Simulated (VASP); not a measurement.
Here is a VASP 6.6.1 calculation.

The input POSCAR:

```
InP
1.0
    0.0000000000      2.9142540919      2.9142540919
    2.9142540919      0.0000000000      2.9142540919
    2.9142540919      2.9142540919      0.0000000000
  In              P
     1     1
Direct
     0.0000000000000000    0.0000000000000000    0.0000000000000000
     0.2500000000000000    0.2500000000000000    0.2500000000000000
```

Contents of INCAR.step1:

```
SYSTEM = InP
PREC     = Accurate       ! precision mode
ENCUT    = 600            ! plane-wave cutoff, eV
EDIFF    = 1E-8           ! SCF threshold, eV
ISMEAR   = 0              ! smearing method
SIGMA    = 0.03           ! smearing width, eV
LREAL    = .FALSE.        ! projectors in reciprocal space
LASPH    = .TRUE.         ! aspherical terms in the spheres
NELM     = 80             ! most SCF steps
ALGO     = Fast           ! electronic algorithm
ISIF     = 3              ! what is computed and relaxed
LWAVE    = .FALSE.        ! write WAVECAR
LCHARG   = .FALSE.        ! write CHGCAR
GGA      = CA             ! functional
IBRION   = 2              ! ionic algorithm
NSW      = 40             ! ionic steps
EDIFFG   = -0.002         ! ionic threshold
```

File INCAR.step2:

```
SYSTEM = InP
PREC     = Accurate       ! precision mode
ENCUT    = 600            ! plane-wave cutoff, eV
EDIFF    = 1E-8           ! SCF threshold, eV
ISMEAR   = 0              ! smearing method
SIGMA    = 0.03           ! smearing width, eV
LREAL    = .FALSE.        ! projectors in reciprocal space
LASPH    = .TRUE.         ! aspherical terms in the spheres
NELM     = 80             ! most SCF steps
ALGO     = Fast           ! electronic algorithm
ISIF     = 2              ! what is computed and relaxed
LWAVE    = .FALSE.        ! write WAVECAR
LCHARG   = .FALSE.        ! write CHGCAR
GGA      = CA             ! functional
IBRION   = 6              ! ionic algorithm
NFREE    = 2            
POTIM    = 0.015          ! step
NSW      = 1              ! ionic steps
```

File KPOINTS:

```
regular mesh
0
G
  8 8 8
  0 0 0
```

Potentials or basis: VASP PAW LDA potentials, release 64 (In_d, P).

The run is started by

```bash
$ cat potpaw_LDA.64/In_d/POTCAR potpaw_LDA.64/P/POTCAR > POTCAR
$ cp INCAR.step1 INCAR
$ mpirun -np 1 vasp_std > vasp.out
$ cp CONTCAR POSCAR
$ cp INCAR.step2 INCAR
$ mpirun -np 1 vasp_std > vasp.out
```

Q: Estimate the highest phonon frequency at Γ, LO-TO splitting left out.

A: 303 cm⁻¹.

Phonon frequencies in cm⁻¹ (negative: imaginary):
| q point | frequencies |
| --- | --- |
| (0.000, 0.000, 0.000) | 0 0 0 303 303 303 |
